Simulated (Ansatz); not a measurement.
# Al7P8: the cost of one run

Computed with Ansatz 0.2.0 (DFT LDA, scalar-relativistic, plane waves, PAW, unless a step's input says otherwise).

The COD entry's cell or inner coordinates are ideal or old and differ from later refinements, so a difference from it is no clean test against experiment.

1 further run of the same task is left out (set aside as unsound or not needed).

## Step 1: The structure to begin with

The structure is cubic, space group F-43m (No. 216). The conventional cell has a = 5.434 Å, b = 5.434 Å, c = 5.434 Å, α = 90.00°, β = 90.00°, γ = 90.00°. Al (site symmetry -43m) has 4 P at 2.35 Å as nearest neighbours. Around P (site symmetry -43m) lie 4 Al at 2.35 Å.

Coordinates:

```
Al P
1.0
     0.00000    2.71695    2.71695
     2.71695    0.00000    2.71695
     2.71695    2.71695    0.00000
Al P
1 1
Direct
  0.00000 0.00000 0.00000
  0.75000 0.75000 0.75000
```

This cell was relaxed beforehand with the same method: volume 20.06 Å³/atom, gap on the mesh 1.42 eV.

## Step 2: The scan

Atoms count from 1 in the order of the input.

An atom moved over a plane that holds its own site and a neighbouring vacancy.

First coordinate, path of Al1 from its site (0) to the vacancy (1), 3.842 Å: 11 values from −0.125 to 1.125. Second coordinate, shift of Al1 across the path, along [1 0 -1]: 9 values from −0.500 Å.

Nothing else is relaxed (all other atoms held at the sites of the perfect crystal). Points are written as (first, second).

## Step 3: Grid point (0.250, −0.500 Å)

Contents of input.yaml:

```yaml
crystal:
  lattice:
    - [0.0, -5.4338979818, -5.4338979818]
    - [-5.4338979818, -5.4338979818, 0.0]
    - [-5.4338979818, 0.0, -5.4338979818]
  atoms:
    - { symbol: Al, position: [0.4349355855, 0.375, 0.0650644145] }
    - { symbol: Al, position: [0.5, 0.0, 0.5] }
    - { symbol: Al, position: [0.5, 0.5, 0.5] }
    - { symbol: Al, position: [1.0, 0.0, 0.0] }
    - { symbol: Al, position: [1.0, 0.5, 0.0] }
    - { symbol: Al, position: [1.0, 0.0, 0.5] }
    - { symbol: Al, position: [1.0, 0.5, 0.5] }
    - { symbol: P, position: [0.125, 0.125, 0.125] }
    - { symbol: P, position: [0.125, 0.625, 0.125] }
    - { symbol: P, position: [0.125, 0.125, 0.625] }
    - { symbol: P, position: [0.125, 0.625, 0.625] }
    - { symbol: P, position: [0.625, 0.125, 0.125] }
    - { symbol: P, position: [0.625, 0.625, 0.125] }
    - { symbol: P, position: [0.625, 0.125, 0.625] }
    - { symbol: P, position: [0.625, 0.625, 0.625] }
total_charge: -3
basis:
  ecutwfc: 420
kpoints:
  mp_grid: { grid: [4, 4, 4] }
hamiltonian:
  xc: lda
  pseudopotentials: { kind: paw, azcp: { folder: soft_1 } }
scf:
  occupations: { method: gaussian, width: 0.05 }
output:
  forces: true
  stress: true
  eigenvalues: true
  write_density: true
  write_potential: true
  elf: true
  volumetric_format: npy
```

Launch:

```sh
ansatz run input.yaml --threads 4 --pin off --max-ram 8192MiB --backend cpu --events-out ev --progress --plain --runs-dir out
```

Q: Estimate wall time and peak memory on 4 threads of Intel Xeon Platinum 8488C (Sapphire Rapids), shared host.

About 10 s, with a peak of 0.94 GiB.
